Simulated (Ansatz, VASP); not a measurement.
TiCo: VASP beside Ansatz

INCAR

```
ALGO = Normal
EDIFF = 1E-7
ENCUT = 520
GGA = PE
ISIF = 2
ISMEAR = 0
LASPH = T
LCHARG = F
LREAL = F
LWAVE = F
NBANDS = 18
NELM = 100
PREC = Accurate
SIGMA = 0.05
```

Contents of KPOINTS:

```
k-points
0
Gamma
  16 16 16
```

The input POSCAR:

```
TiCo
1.0
    2.9716437584      0.0000000000      0.0000000000
    0.0000000000      2.9716437584      0.0000000000
    0.0000000000      0.0000000000      2.9716437584
Ti Co
1 1
Direct
    0.0000000000      0.0000000000      0.0000000000
    0.5000000000      0.5000000000      0.5000000000
```

Input for Ansatz:

```yaml
crystal:
  lattice:
    - [2.9716437584, 0.0, 0.0]
    - [0.0, 2.9716437584, 0.0]
    - [0.0, 0.0, 2.9716437584]
  atoms:
    - { symbol: Ti, position: [0.0, 0.0, 0.0] }
    - { symbol: Co, position: [0.5, 0.5, 0.5] }
basis:
  ecutwfc: 420
  ecutrho_ratio: 4
kpoints:
  mp_grid: { grid: [16, 16, 16] }
  band_path:
    path:
      - [[0.0, 0.0, 0.0], [0.0, 0.5, 0.0], [0.5, 0.5, 0.0], [0.0, 0.0, 0.0], [0.5, 0.5, 0.5], [0.0, 0.5, 0.0]]
      - [[0.5, 0.5, 0.5], [0.5, 0.5, 0.0]]
    npoints: 14
hamiltonian:
  xc: pbe
scf:
  occupations: { method: gaussian, width: 0.05 }
  n_extra_bands: 13
output:
  forces: true
  stress: true
  eigenvalues: true
  populations: true
  dos: { projected: true, de: 0.02, nscf_kmesh: { grid: [24, 24, 24] } }
  bader: true
```

The cell comes from a database or a generator and needn't be the stable form of this composition.

Alike in both runs: task single point; functional PBE; k mesh 16 × 16 × 16; occupations gaussian, width 0.05 eV; no spin polarisation.

```csv
,VASP,Ansatz
version,VASP 6.6.1,Ansatz 0.2.0
potentials or method,"VASP PAW PBE potentials, release 64 (Ti_sv, Co)","scalar-relativistic, plane waves, PAW"
plane-wave cutoff (eV),520,420
valence electrons in the cell,21,29
```

|  | VASP | Ansatz | Ansatz less VASP |
| --- | --- | --- | --- |
| gap on the k mesh at the Fermi level (eV) | none | none | - |
| pressure (GPa) | -0.4 | 0.0 | +0.40 |

A gap of «none» marks a metal or a gap that the smearing closes. The two sets of potentials don't hold the same shells in valence.

Spin polarisation is off, so any magnetic state and its effect on volume and gap are missing.
